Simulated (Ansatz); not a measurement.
MoTe2 built on the 3R-MoS2 prototype at its r2SCAN+rVV10 geometry, in the PAW code Ansatz. The base run uses PBE on a modest mesh; each further run changes one setting, sensibly or not. Doubtful ones may also carry a cap on iterations. All numbers are computed, and spin polarisation is off unless an edit sets a moment.

Base input:
```yaml
crystal:
  lattice:
    - [1.7734078919, 1.0238775238, 7.1041367115]
    - [-1.7734078919, 1.0238775238, 7.1041367115]
    - [0.0, -2.0477550476, 7.1041367115]
  atoms:
    - { symbol: Mo, position: [-3.68534e-05, -3.68534e-05, -3.68534e-05] }
    - { symbol: Te, position: [0.4174226661, 0.4174226661, 0.4174226661] }
    - { symbol: Te, position: [0.249280854, 0.249280854, 0.249280854] }
kpoints:
  mp_grid: { grid: [6, 6, 6] }
hamiltonian:
  xc: pbe
scf:
  occupations: { method: fixed }
  n_extra_bands: 4
output:
  forces: true
  stress: true
  eigenvalues: true
```

Base results:
```
Basis set: ecut = 420 eV, 1493 PW (Γ), FFT grids on a1−a3, a2−a3, a3
Symmetry: 6 space group operations
Space group: R3m (ITA 160)
k-points: 32 of 216 (time reversal used)
SCF converged after 7 iterations
Free energy (F): -18916.710744 eV
Fermi energy:    11.914700 eV
--- Forces (eV/Å), atoms counted from 1 ---
  atom   1  Mo      0.00000      0.00000      0.00330
  atom   2  Te      0.00000      0.00000      0.20149
  atom   3  Te      0.00000      0.00000    -0.20479
--- Stress (GPa, compression-positive) ---
        1.502752       0.000000       0.000000
        0.000000       1.502752       0.000000
        0.000000       0.000000       2.770035
  P = ⅓ Tr σ = 1.9252 GPa (19.252 kbar)
```
The gap over this mesh is 0.900 eV.

Run as `ansatz run input.yaml --threads 4 --pin off --max-ram 3686MiB --backend cpu --events-out ev --progress --plain --runs-dir out`. It took 1.5 s on 4 threads of Arm Neoverse V2, on a shared host, load about 0.5 per core; peak host memory 0.36 GiB.

Q: What happens with this change?
```yaml
basis:
  ecutwfc: 500
```

A: 1981 plane waves in place of 1493. Energy, stress and gap stay within 1 meV an atom, 0.1 GPa and 0.005 eV of the base. The base cutoff was converged to that degree.

One of the further runs printed
```
SCF converged after 6 iterations
Free energy (F): -18917.169288 eV
Internal energy: -18915.773972 eV  (E = F + TS)
E sigma→0 (E₀):  -18916.471630 eV
Entropy (-TS):   -1.395316 eV (-465.105 meV/atom)
Fermi energy:    12.303293 eV
--- Forces (eV/Å), atoms counted from 1 ---
  atom   1  Mo      0.00000      0.00000    -0.00775
  atom   2  Te      0.00000      0.00000      0.49079
  atom   3  Te      0.00000      0.00000    -0.48304
--- Stress (GPa, compression-positive) ---
        3.637395       0.000000       0.000000
        0.000000       3.637395       0.000000
        0.000000       0.000000       4.418969
  P = ⅓ Tr σ = 3.8979 GPa (38.979 kbar)
--- Band table (eV; the first three rows and the last of 32) ---
  k-point 0: bands = […, 10.0936, 10.0936, 10.8722, 10.8722, 10.9995, 11.4670, 14.7397, 14.7397, 15.1974, 15.1974]
  k-point 1: bands = […, 9.2940, 9.8192, 10.3924, 10.4201, 11.0210, 11.5977, 13.6840, 14.2091, 14.5328, 14.9904]
  k-point 2: bands = […, 7.8709, 8.2927, 9.7046, 10.6259, 10.8117, 11.0931, 13.1175, 13.6083, 15.0067, 15.1859]
  k-point 31: bands = […, 9.0055, 10.0788, 10.0788, 10.8922, 10.8922, 11.9551, 14.8887, 14.8887, 15.0289, 15.0289]
```

Q: Which setting had been changed?
A. accuracy: low
B. hamiltonian.xc: r2scan
C. scf.mixing.ndim: 30
D. scf.occupations: fermi_dirac 0.5

A: D. The free energy moves by -153 meV an atom, the mean stress by +1.97 GPa and the gap on the mesh by +0.018 eV (to 0.918). The term −TS is -465 meV an atom. A width of 0.5 eV moves electrons across a gap of 0.90 eV: this is no longer the ground state.

Q: The input is altered as follows. How does the run end?
```yaml
scf:
  occupations: { method: methfessel_paxton, width: 0.2 }
```

A: Energy, stress and gap stay within 1 meV an atom, 0.1 GPa and 0.005 eV of the base. The term −TS is +0.1 meV an atom, of a sign that arises since this scheme's broadening is partly negative.

Q: What happens with this change?
```yaml
crystal:
  symmetry: { detect: false }
```

A: It converges in 7 iterations, as the base does, on 112 k points in place of 32. This key steers the way to the solution, not the solution: the results stay as they were.

Q: These lines are set or replaced. What follows?
```yaml
kpoints:
  mp_grid: { grid: [4, 4, 4] }
```

A: The free energy moves by -18.0 meV an atom, the mean stress by -0.19 GPa and the gap on the mesh by +0.084 eV (to 0.984). The gap changes mostly because other points are sampled; a mesh that misses a band edge overestimates it. The mesh is too coarse.
```
k-points: 13 of 64 (time reversal used)
SCF converged after 8 iterations
Free energy (F): -18916.764681 eV
Fermi energy:    11.916962 eV
--- Forces (eV/Å), atoms counted from 1 ---
  atom   1  Mo      0.00000      0.00000    -0.00578
  atom   2  Te      0.00000      0.00000      0.20812
  atom   3  Te      0.00000      0.00000    -0.20234
--- Stress (GPa, compression-positive) ---
        1.254575       0.000000       0.000000
        0.000000       1.254575       0.000000
        0.000000       0.000000       2.708451
  P = ⅓ Tr σ = 1.7392 GPa (17.392 kbar)
--- Band table (eV; the first three rows and the last of 13) ---
  k-point 0: bands = […, 10.0600, 10.0600, 10.8361, 10.8361, 10.9619, 11.4833, 14.7373, 14.7373, 15.1903, 15.1903]
  k-point 1: bands = […, 8.4975, 9.0319, 10.0115, 10.7023, 10.8573, 11.1181, 13.1139, 14.0088, 14.5172, 15.0978]
  k-point 2: bands = […, 7.2564, 8.2204, 9.3925, 10.3778, 10.9009, 11.5076, 13.1755, 13.4026, 15.0380, 15.1799]
  k-point 12: bands = […, 9.0193, 10.0457, 10.0457, 10.8554, 10.8554, 11.9170, 14.8875, 14.8875, 15.0212, 15.0212]
```

Q: The input is altered as follows. How does the run end?
```yaml
scf:
  mixing: { preconditioner: resta }
```

A: It converges in 7 iterations, as the base does. The result is the base's, as it should be for a key that only affects how the solution is found.

No spin-orbit coupling is included; it can move band edges with weight on the heavy atoms by tenths of an eV.
